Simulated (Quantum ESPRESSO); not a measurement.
FeO: equation of state with PBEsol

The system is FeO.

```
CELL_PARAMETERS angstrom
-1.60210 1.60210 2.08339
1.60210 -1.60210 2.08339
1.60210 1.60210 -2.08339
ATOMIC_POSITIONS crystal
Fe 0.00000 0.00000 0.00000
O 0.50000 0.50000 0.00000
```

The cell comes from a database or a generator and needn't be the stable form of this composition.

* Program: Quantum ESPRESSO 7.5
* Task: equation of state
* Functional: PBEsol
* Potentials or basis: GBRV 1.5 PBEsol
* Cutoff: 762 eV
* Density cutoff: 6095 eV
* k mesh: 12 × 12 × 12
* Occupations: fermi-dirac, width 0.05 eV
* Spin: collinear spin, ferromagnetic start
* Starting moments: [3.0, 0.0] μB

```
Equilibrium volume                        : 9.71 Å³/atom (rough: see the caveat)
Bulk modulus at fixed shape and positions : 210 GPa (rough)
```

Energy against volume, from the lowest point:
```tsv
volume (Å³/atom)	energy (meV/atom)
10.053	0.00
10.267	11.28
10.481	26.96
10.695	46.52
10.909	69.46
11.123	95.37
11.337	123.87
```

All runs of the series together: 7.1 min on 2 threads of Arm Neoverse V2, with other jobs on the host.

Caveat: the minimum lies outside the volumes run; the cell was scaled at fixed shape and fractional positions, which overstates the stiffness of a crystal with free parameters, most of all of layers and chains.
